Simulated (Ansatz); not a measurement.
# SnO (Pmn2_1): check of PAW against all-electron LAPW, by script

How well does PAW follow the all-electron answer for SnO (Pmn2_1)? A script is to give a check of PAW against all-electron LAPW; the system is SnO (Pmn2_1).

All numbers are computed with Ansatz 0.2.0 through its Python package. The levels of theory stand in the script.

## (1) Starting point

Symmetry: Pmn2_1, No. 31, orthorhombic system. Conventional cell: a = 3.355 Å, b = 5.674 Å, c = 4.222 Å, α = 90.00°, β = 90.00°, γ = 90.00°. Around Sn (site symmetry m) lie 3 O at 2.15 to 2.16 Å. O (site symmetry m) has 3 Sn at 2.15 to 2.16 Å as nearest neighbours.

sno.vasp, read by the script:

```text
SnO
1.0
   3.35500500    0.00000000    0.00000000
   0.00000000    5.67410400    0.00000000
   0.00000000    0.00000000    4.22197000
Sn O
2 2
Direct
   0.00000000    0.23190900    0.51314400
   0.50000000    0.76809100    0.01314400
   0.00000000    0.89125000    0.73685700
   0.50000000    0.10875000    0.23685700
```

## (2) Script

sno.py

```python
import ansatz
from ase.io import read
import numpy as np


def count_gap(report):
    # lowest empty less highest filled band, counting bands; zero where they overlap
    return max(report.get("gap_by_band_count_ev") or 0.0, 0.0)

atoms = read("sno.vasp", format="vasp")
sno = ansatz.Crystal.from_ase(atoms)

calc = (
    sno.calculation()
    .kpoints(6, 4, 4)
    .scf(tolerance=1e-10)
    .occupations(ansatz.OccupationsMethod.FIXED)
    .functional("pbesol")
    .stress()
    .forces()
    .band_table()
)
variants = {
    "PAW": calc.pseudopotentials("paw"),
    "LAPW": calc.pseudopotentials("all_electron", lapw=True),
}
rows = []
for label, variant in variants.items():
    data = variant.run(threads=1, pin="off").report
    levels = np.array(data["eigenvalues_ev"][0]) - data["fermi_energy_ev"]
    print(label, "levels at the first k-point near E_F:", np.round(levels[np.abs(levels) < 5], 3))
    rows.append((label, data["n_electrons"], np.trace(data["stress_gpa"]) / 3, float(np.abs(data["forces_ev_ang"]).max()), count_gap(data)))
for row in rows:
    print("; ".join(f"{name} = {round(v, 4) if isinstance(v, float) else v}" for name, v in zip(["treatment", "electrons in bands", "P GPa", "max force component eV/A", "gap by band count eV"], row)))
```

## (3) The input behind the calls

The package turns the script's settings into the engine's input (first run):

```yaml
crystal:
  lattice:
    - [3.355005, 0.0, 0.0]
    - [0.0, 5.674104, 0.0]
    - [0.0, 0.0, 4.22197]
  atoms:
    - { symbol: Sn, position: [0.0, 0.23190900000000003, 0.513144] }
    - { symbol: Sn, position: [0.5, 0.768091, 0.013144] }
    - { symbol: O, position: [0.0, 0.8912500000000001, 0.736857] }
    - { symbol: O, position: [0.5, 0.10875, 0.236857] }
kpoints:
  mp_grid:
    grid: [6, 4, 4]
hamiltonian:
  xc: pbesol
  pseudopotentials:
    kind: paw
scf:
  convergence:
    dr2_threshold: 1.0e-10
  occupations:
    method: fixed
output:
  forces: true
  stress: true
  eigenvalues: true
```

## (4) Launch

Run with:

```bash
python sno.py
```

Standard output:

```text
DeckWarning: basis.ecutwfc = 420 eV, auto-derived from the records' recommended cutoffs: set by Sn (normal level)
PAW levels at the first k-point near E_F: [-4.221 -3.806 -3.484 -2.617 -2.031  0.     2.624  3.129]
LAPW levels at the first k-point near E_F: [-4.22  -3.804 -3.482 -2.615 -2.031  0.     2.627  3.131]
treatment = PAW; electrons in bands = 40.0; P GPa = -3.0806; max force component eV/A = 0.4098; gap by band count eV = 1.5874
treatment = LAPW; electrons in bands = 80.0; P GPa = -3.0804; max force component eV/A = 0.4088; gap by band count eV = 1.5888
```

(Warnings from the package without file and line.)

Wall time 3.6 min (1 thread of Arm Neoverse V1, shared host); peak memory 0.82 GiB.

## (5) Inputs of later runs

The engine's inputs for the other runs:

Run 2, against run 1:

```diff
@@ -17 +17,2 @@
-    kind: paw
+    kind: all_electron
+    lapw: {}
```

## (6) The engine's runs

The 2 runs, in the order started:

```
run    potentials  energy (eV/atom)  pressure (GPa)  gap on the mesh (eV)  SCF cycles  CPU time (s)
  1           paw        -3255.2506           -3.08                  1.59           9           7.7
  2  all_electron       -85028.3519           -3.08                  1.59          13           210
```

Totals hang on method, basis and potentials, so only like runs compare.

## (7) Results

| quantity | value |
| --- | --- |
| runs compared | 2 |
| difference in pressure | 0.00 GPa |
| difference in gap | 0.001 eV |

In words: PAW gives -3.081 GPa and LAPW -3.080 GPa, 0.000 GPa apart. They took 7.7 and 209.5 s of processor time. The computed bands are complete only to about 4.1 eV above the Fermi level. This cell is a computed structure, which may not be the phase found in nature. Levels are Kohn-Sham eigenvalues on this mesh, without spin-orbit coupling. Pressure is positive in compression; the treatments may keep other shells as core, so totals and counts of electrons can differ.
